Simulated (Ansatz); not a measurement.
**CsPbCl3 (model cell, started as cubic perovskite with Pb in the octahedra): phonons and vibrational spectra**

Wanted: vibrations and spectra of CsPbCl3 (model cell, started as cubic perovskite with Pb in the octahedra); the cell is already relaxed. After the zone centre comes a 2×2×2 q mesh on a 8×8×8 k mesh.

Calculated with Ansatz 0.2.0; DFT PBEsol, scalar-relativistic, plane waves, PAW; PAW set soft_1.

**1. Set-up**

Symmetry: Pm-3m, No. 221, cubic system. Conventional cell: a = 5.618 Å, b = 5.618 Å, c = 5.618 Å, α = 90.00°, β = 90.00°, γ = 90.00°. Nearest to Cs lie 12 Cl at 3.97 Å. Nearest to Pb lie 6 Cl at 2.81 Å. Nearest to Cl lie 2 Pb at 2.81 Å and 4 Cs at 3.97 Å. Farther neighbours and most contacts between anions are not listed.

**2. Modes at Γ**

The cell comes from relaxations at this level that are not shown. The zone centre comes first: it holds the modes that light can see, as far as symmetry allows. The response to a homogeneous field gives the Born charges and the dielectric tensor.

File input.yaml:

```yaml
crystal:
  lattice:
    - [5.6180085334, 0.0, 0.0]
    - [0.0, 5.6180085334, 0.0]
    - [0.0, 0.0, 5.6180085334]
  atoms:
    - { symbol: Cs, position: [0.0, 0.0, 0.0] }
    - { symbol: Pb, position: [0.5, 0.5, 0.5] }
    - { symbol: Cl, position: [0.5, 0.5, 0.0] }
    - { symbol: Cl, position: [0.5, 0.0, 0.5] }
    - { symbol: Cl, position: [0.0, 0.5, 0.5] }
kpoints:
  mp_grid: { grid: [8, 8, 8] }
hamiltonian:
  xc: pbesol
  pseudopotentials: { kind: paw, azcp: { folder: soft_1 }, xc_functional: pbe }
scf:
  occupations: { method: fixed }
output:
  eigenvalues: true
phonons:
  method: dfpt
  dielectric: true
  rigid_motions: translations
```

Command:

```console
> ansatz run input.yaml --threads 4 --pin off --max-ram 16384MiB --backend cpu --events-out ev --progress --plain --runs-dir out
```

Numbers of over 12 decimals in the logs are rounded to 6 here.

Log:

```text
Engine: ansatz 0.2.0, aarch64-unknown-linux-gnu
Pseudopotentials: kind: paw
Pseudopotential: Cs, paw, valence charge 9, recommended cutoff 420 eV (normal), soft_1/Cs.paw.azcp
Pseudopotential: Pb, paw, valence charge 14, recommended cutoff 420 eV (normal), soft_1/Pb.paw.azcp
Pseudopotential: Cl, paw, valence charge 7, recommended cutoff 420 eV (normal), soft_1/Cl.paw.azcp
Functional definition: PBEsol
  exchange = pbesol_x
  correlation = pbesol_c
Crystal: 5 atoms, lattice volume = 177.316 Å³
Basis set: ecut = 420 eV, 3431 PW (Γ), exchange–correlation on 80×80×80 points (8 copies of the dense FFT grid, shifted against one another)
Bands: 27, of which v1, the nominal top of the filled ones, is band 22 counted from 1 (21 counted from 0)
Symmetry: 48 space group operations
k-points: 170 of 512 (irreducible under 2 space group operations, time reversal used)
Non-local potential: Cs, projectors of the file, l = 0: 3, l = 1: 2, l = 2: 2, l = 3: 2
Non-local potential: Pb, projectors of the file, l = 0: 2, l = 1: 2, l = 2: 2, l = 3: 1
Non-local potential: Cl, projectors of the file, l = 0: 2, l = 1: 2, l = 2: 1
PAW form: soft (Blöchl's): semilocal exchange-correlation on the pseudo side does not see the compensation charge
PAW frozen core: Cs, regenerated for the run's functional, and the local potential with it (the file was generated under x = pbe(κ = 0.804, μ = 0.219515), c = pbe(β = 0.066725))
PAW frozen core: Pb, regenerated for the run's functional, and the local potential with it (the file was generated under x = pbe(κ = 0.804, μ = 0.219515), c = pbe(β = 0.066725))
PAW frozen core: Cl, regenerated for the run's functional, and the local potential with it (the file was generated under x = pbe(κ = 0.804, μ = 0.219515), c = pbe(β = 0.066725))
PAW one-centre angular grid: Cs, 194 points (default); XC on 64 Gauss nodes
PAW one-centre angular grid: Pb, 590 points (default); XC on 64 Gauss nodes
PAW one-centre angular grid: Cl, 110 points (default); XC on 64 Gauss nodes
Initial density: superposition of atomic densities (chi_scale 0.1, normalization cell, long waves kept (reshape's long-wave potential 0.01 eV rms))
Initial wavefunctions: pseudopotential atomic-orbital guess
Functional: x = pbesol(κ = 0.804, μ = 0.123457), c = pbesol(β = 0.046)
SCF iter   1: F=—  HF=-20534.057119 eV  |F-HF|=—  |Δ(HF+E_count)|=         —  Δρ=2.39e-2  dr2=2.20e0  ethr=3.10e-3  ⟨swp⟩=5.0  Hψ=19358  notcnv=0  defer=289
preconditioner: auto → Resta (q_TF=auto, 2.163 Å⁻¹)  ε∞=3.0  [insulator: Δε(μ)=1.494 eV  Ē_g=12.631 eV  n_scr=26 (ndim 8)  ℏωp=18.1 eV  f_vac=0.014  ε∞_Penn≈3.0]
SCF iter   2: F=—  HF=-20533.316855 eV  |F-HF|=—  |Δ(HF+E_count)|=   7.40e-1  Δρ=1.08e-2  dr2=6.67e-1  ethr=3.10e-3  ⟨swp⟩=3.6  Hψ=10537  notcnv=0  defer=342
SCF iter   3: F=—  HF=-20532.999017 eV  |F-HF|=—  |Δ(HF+E_count)|=   3.18e-1  Δρ=3.19e-3  dr2=5.25e-2  ethr=1.52e-3  ⟨swp⟩=3.8  Hψ=10863  notcnv=0  defer=464
SCF iter   4: F=—  HF=-20532.980833 eV  |F-HF|=—  |Δ(HF+E_count)|=   1.82e-2  Δρ=1.15e-3  dr2=3.28e-3  ethr=1.19e-4  ⟨swp⟩=3.0  Hψ=8670  notcnv=0  defer=482
SCF iter   5: F=—  HF=-20532.982003 eV  |F-HF|=—  |Δ(HF+E_count)|=   1.17e-3  Δρ=1.96e-4  dr2=7.26e-5  ethr=7.46e-6  ⟨swp⟩=3.0  Hψ=7508  notcnv=0  defer=505
SCF iter   6: F=—  HF=-20532.982111 eV  |F-HF|=—  |Δ(HF+E_count)|=   1.07e-4  Δρ=2.59e-5  dr2=1.24e-6  ethr=1.65e-7  ⟨swp⟩=2.0  Hψ=8191  notcnv=0  defer=506
SCF iter   7: F=—  HF=-20532.982116 eV  |F-HF|=—  |Δ(HF+E_count)|=   5.09e-6  Δρ=7.21e-6  dr2=6.72e-8  ethr=2.83e-9  ⟨swp⟩=2.0  Hψ=8140  notcnv=0  defer=470
SCF iter   8: F=—  HF=-20532.982116 eV  |F-HF|=—  |Δ(HF+E_count)|=   3.58e-8  Δρ=1.34e-6  dr2=2.76e-9  ethr=1.53e-10  ⟨swp⟩=2.0  Hψ=7990  notcnv=0  defer=470
SCF iter   9: F=-20532.982116 eV  HF=-20532.982116 eV  |F-HF|=1.93e-10  |Δ(HF+E_count)|=   2.31e-9  Δρ=2.31e-7  dr2=9.82e-11  ethr=1.00e-12  ⟨swp⟩=15.3  Hψ=40004  notcnv=0
SCF 1 converged in 9 iterations: F = -20532.982116 eV  dr2 = 9.82e-11
  greatest PAW one-centre occupation: 0.982 electrons in one spin orbital (limit 2), on the Pb atom at site 1 (counted from 0), in its partial waves of l = 2
DFPT response loops at Γ: preconditioner auto → Resta (q_TF=auto, 2.163 Å⁻¹)  ε∞=5.7 (no band partly filled); β = 1.00, the filter's whole step (`scf.mixing.beta` (0.50) is not read by the response loops at its default; to damp them type it under 1.00, their step now; it binds the ground state too); Broyden in place of MSR1
── the response to a field inside a basis, on 10×10×10 k-points: an SCF that follows is theirs, and a resumed run solves both again ──
Bands: 23, of which v1, the nominal top of the filled ones, is band 22 counted from 1 (21 counted from 0)
k-points: 35 of 1000
Initial density: handed on by an earlier stage of this run
Initial wavefunctions: pseudopotential atomic-orbital guess (no wavefunctions were taken with the density)
Eigensolver: Dense (35 Hₖ)
SCF iter   1: F=—  HF=-20532.970226 eV  |F-HF|=—  |Δ(HF+E_count)|=         —  Δρ=7.92e-5  dr2=2.10e-6  ethr=1.00e-1
preconditioner: auto → Resta (q_TF=auto, 2.163 Å⁻¹)  ε∞=3.3  [insulator: Δε(μ)=2.140 eV  Ē_g=11.826 eV  n_scr=26 (ndim 8)  ℏωp=18.1 eV  f_vac=0.061  ε∞_Penn≈3.3]
SCF iter   2: F=—  HF=-20532.970228 eV  |F-HF|=—  |Δ(HF+E_count)|=   1.81e-6  Δρ=4.07e-5  dr2=5.87e-7  ethr=4.77e-9
SCF iter   3: F=-20532.970229 eV  HF=-20532.970229 eV  |F-HF|=3.37e-9  |Δ(HF+E_count)|=   7.67e-7  Δρ=3.51e-6  dr2=9.89e-9  ethr=1.33e-9
SCF 1 converged in 3 iterations: F = -20532.970229 eV  dr2 = 9.89e-9
  greatest PAW one-centre occupation: 0.983 electrons in one spin orbital (limit 2), on the Pb atom at site 1 (counted from 0), in its partial waves of l = 2
DFPT response loops at Γ: preconditioner auto → Resta (q_TF=auto, 2.163 Å⁻¹)  ε∞=5.3 (no band partly filled); β = 1.00, the filter's whole step (`scf.mixing.beta` (0.50) is not read by the response loops at its default; to damp them type it under 1.00, their step now; it binds the ground state too); Broyden in place of MSR1
WARN: field response: ε∞ stands inside a basis, on 10×10×10 points; the force constants stand on the 8×8×8 k-mesh, whose period is 13.43 times the interband length at k = (-0.5000, -0.5000, -0.5000), direct gap 1.842 eV, under 14: take them and everything formed from them as unconverged, and compare with a denser kpoints.mp_grid
SCF converged after 9 iterations
Free energy (F): -20532.982116 eV
Harris-Foulkes:  -20532.982116 eV  (|F-HF|=1.93e-10)
Internal energy: -20532.982116 eV  (E = F + TS)
E sigma→0 (E₀):  -20532.982116 eV
Fermi energy:    3.945298 eV
--- Per-component energies (eV) ---
  E_band       = -238.535207
  E_kinetic    = 892.681862
  E_local      = -2616.653561  (includes V_loc(G=0)·N_el)
  E_nonlocal   = 426.044366
  E_hartree    = 983.169219
  E_xc         = -702.554648
  E_vxc        = -624.683978  (∫ρ·V_xc dr)
  E_paw        = -17141.423374  (= ΣΔE_a)
  E_vpaw       = -282.262414  (= ΣTr[D̂ρ^β])
  E_aug_tail   = 0.000327  (compensation charges beyond the density's cutoff)
  E_ewald      = -2374.687937
  E_core_change = 0.441631  (= ΣΔE_core)
  E_smearing   = -0.000000  (= −TS)
  E_closure    = 0.000000  (closes the sum)
  Σ components = -20532.982116   (vs F -20532.982116, Δ=0.00e0)
--- Band table (eV; the first three rows and the last of 170) ---
  k-point 0: bands = [... 18 lower, 1.3664, 1.4719, 1.4719, 1.4719, 7.1954, 8.2031, 8.2031, 9.0891, ... 1 higher]
  k-point 1: bands = [... 18 lower, 1.3516, 1.4558, 1.4558, 1.4698, 7.3457, 8.3071, 8.3154, 9.1366, ... 1 higher]
  k-point 2: bands = [... 18 lower, 1.3156, 1.4170, 1.4170, 1.5569, 7.7025, 8.5096, 8.6113, 8.7342, ... 1 higher]
  k-point 169: bands = [... 18 lower, 1.7969, 1.7969, 1.7969, 3.9453, 5.7875, 5.7875, 5.7875, 8.9618, ... 1 higher]
--- Phonons (Γ-DFPT): 4 representative perturbations + reference, on 170 of 512 k-points (Σ response iterations 14) ---
  k mesh reduced under 2 symmetry operations, with k and −k counted as one. Each operation leaves every solved perturbation unchanged. A smaller set is not considered because the run solves the response to a homogeneous field
  ASR residual: 1.762e-4 → 0.000e0 eV/Å²; symmetrization residual: 3.289e-5 eV/Å²
  ASR residual per site (eV/Å²): 6.75e-5 6.96e-5 1.76e-4 1.76e-4 1.76e-4
  Γ frequencies (cm⁻¹): -21.53 -21.53 -21.53 0.00 0.00 0.00 20.32 20.32 20.32 51.77 51.77 51.77 136.27 136.27 136.27
  ε∞ (high-frequency dielectric tensor):
        4.040751     0.000000     0.000000
        0.000000     4.040751     0.000000
        0.000000     0.000000     4.040751
  softest optical mode at Γ: -21.53 cm⁻¹; the repairs (sum rule, projections) moved no ω² at Γ by more than (2.27 cm⁻¹)²
  Born effective charges Z* (e; rows j = field, columns β = displacement):
    site 0:
         1.32230    0.00000   -0.00000
         0.00000    1.32230    0.00000
         0.00000    0.00000    1.32230
    site 1:
         3.94993   -0.00000    0.00000
        -0.00000    3.94993    0.00000
         0.00000    0.00000    3.94993
    site 2:
        -0.72576   -0.00000   -0.00000
         0.00000   -0.72576    0.00000
        -0.00000    0.00000   -3.82071
    site 3:
        -0.72576    0.00000    0.00000
        -0.00000   -3.82071   -0.00000
         0.00000    0.00000   -0.72576
    site 4:
        -3.82071    0.00000   -0.00000
         0.00000   -0.72576    0.00000
         0.00000    0.00000   -0.72576
  Z* charge neutrality: 6.292e-3 e pre-enforcement
  solved inside a basis spanned on kpoints, on 10×10×10 k-points, its susceptibility summed on 12×12×12: ε∞ is read to err by 1.5e-2, Z* by 3.0e-2 e (field_mesh: kpoints solves on kpoints); Z* is corrected for what the basis lacks
  optical modes at Γ without the LO–TO term, one row a degenerate level:
      ω (cm⁻¹)  modes    IR ((D/Å)²/amu)
        -21.53      3             2.4923
         20.32      3             0.0000
         51.77      3             1.0658
        136.27      3            33.1216
  optical modes at Γ + LO–TO along q̂ = [1.0000, 0.0000, 0.0000]:
      ω (cm⁻¹)  modes    IR ((D/Å)²/amu)
        -21.53      2             1.6616
         17.29      1             0.0740
         20.32      3             0.0000
         51.77      2             0.7105
         55.81      1             0.0566
        136.27      2            22.0810
        231.88      1            12.0959
  optical modes at Γ + LO–TO along q̂ = [0.0000, 1.0000, 0.0000]:
      ω (cm⁻¹)  modes    IR ((D/Å)²/amu)
        -21.53      2             1.6616
         17.29      1             0.0740
         20.32      3             0.0000
         51.77      2             0.7105
         55.81      1             0.0566
        136.27      2            22.0810
        231.88      1            12.0959
  optical modes at Γ + LO–TO along q̂ = [0.0000, 0.0000, 1.0000]:
      ω (cm⁻¹)  modes    IR ((D/Å)²/amu)
        -21.53      2             1.6616
         17.29      1             0.0740
         20.32      3             0.0000
         51.77      2             0.7105
         55.81      1             0.0566
        136.27      2            22.0810
        231.88      1            12.0959
```

The job ended after 2.8 min (4 threads of Arm Neoverse V1, shared host; peak memory 3.4 GiB).

This step gave:

```yaml
gap_on_the_k_mesh: 1.842 eV
volume_per_atom: 35.46 Å³
sum_rule_residual_before_enforcement: 1.76e-4 eV/Å²
miss_of_the_charge_sum_rule: 0.006292 e
estimated_error_of_the_dielectric_tensor: 0.01520
estimated_error_of_the_born_charges: 0.02986 e
point_group: m-3m
highest_optical_mode_at_the_zone_centre_no_lo_to_term: 136.3 cm⁻¹
lowest_optical_zone_centre_mode: -21.53 cm⁻¹
mean_high_frequency_dielectric_constant: 4.041
largest_born_charge_third_of_the_trace: 3.950 e
top_of_the_zone_centre_spectrum_with_the_field: 231.9 cm⁻¹
```

Without the LO-TO term. Patterns of degenerate modes are one choice out of their space. Modes at Γ, with each element's share of the kinetic energy (negative means imaginary):

```csv
mode,frequency (cm⁻¹),symmetry,Cs %,Pb %,Cl %
1,-21.5,T1u,59,5,36
2,-21.5,T1u,59,5,36
3,-21.5,T1u,59,5,36
4,0.0,acoustic,30,46,24
5,0.0,acoustic,30,46,24
6,0.0,acoustic,30,46,24
7,20.3,T2u,0,0,100
8,20.3,T2u,0,0,100
9,20.3,T2u,0,0,100
10,51.8,T1u,12,36,52
11,51.8,T1u,12,36,52
12,51.8,T1u,12,36,52
13,136.3,T1u,0,12,88
14,136.3,T1u,0,12,88
15,136.3,T1u,0,12,88
```

Displacements in mode 1 (-21.5 cm⁻¹), the largest set to 1:
```
Cs1  0.11  0.94 -0.15
Pb2 -0.03 -0.22  0.04
Cl3 -0.12 -1.00  0.04
Cl4 -0.12 -0.23  0.16
Cl5 -0.03 -1.00  0.16
```

Displacements in mode 13 (136.3 cm⁻¹), the largest set to 1:
```
Cs1  0.00 -0.01 -0.01
Pb2  0.00 -0.09 -0.16
Cl3  0.00 -0.02  1.00
Cl4  0.00  0.57 -0.03
Cl5  0.00 -0.02 -0.03
```

Optical modes at the zone centre, without and with the macroscopic field of the longitudinal modes; each column is sorted by frequency, so a row need not hold one and the same mode. Modes with and without the field, by row:

```csv
rank among optical modes,no field (cm⁻¹),"q along (1, 0, 0) (cm⁻¹)"
1,-21.5,-21.5
2,-21.5,-21.5
3,-21.5,17.3
4,20.3,20.3
5,20.3,20.3
6,20.3,20.3
7,51.8,51.8
8,51.8,51.8
9,51.8,55.8
10,136.3,136.3
11,136.3,136.3
12,136.3,231.9
```

Born charge (rows field, columns displacement) (e), principal values of the symmetric part by kind of site:

```csv
atom,atoms with these values,low,middle,high,mean
Cs1,1,1.32,1.32,1.32,1.32
Pb2,1,3.95,3.95,3.95,3.95
Cl3,3,-3.82,-0.73,-0.73,-1.76
```

In full for Cl3:

```
-0.73  0.00  0.00
 0.00 -0.73  0.00
 0.00  0.00 -3.82
```

High-frequency dielectric tensor:

```
4.04 0.00 0.00
0.00 4.04 0.00
0.00 0.00 4.04
```

Transverse modes; imaginary modes are left out. Infrared lines, with heights relative to the strongest:

```csv
position (cm⁻¹),label,relative intensity
20,T2u,0.0
52,T1u,3.2
136,T1u,100
```

Before it was imposed, the acoustic sum rule was missed by 1.8e-4 eV/Å² and the charge sum rule by 0.0063 e. Small misses are needed for a sound result but don't prove that mesh and cutoff are converged. The lowest optical mode is imaginary, 21.5i cm⁻¹, so the energy falls along it.

The log warns of the k mesh: “the force constants stand on the 8×8×8 k-mesh, whose period is 13.43 times the interband length at k = (-0.5000, -0.5000, -0.5000), direct gap 1.842 eV, under 14: take them and everything formed from them as unconverged”.

(Part 1 of 2 ends here.)

[Logs are printed without paths, hosts, clocks, repeated set-up lines and the standing remarks that a program may print on its own settings, such as how far it seeks lower states.]

[Hosts, paths, dates, database ids (printed as entryN), source tags and the programs' standing remarks are cut or masked in the printed files.]
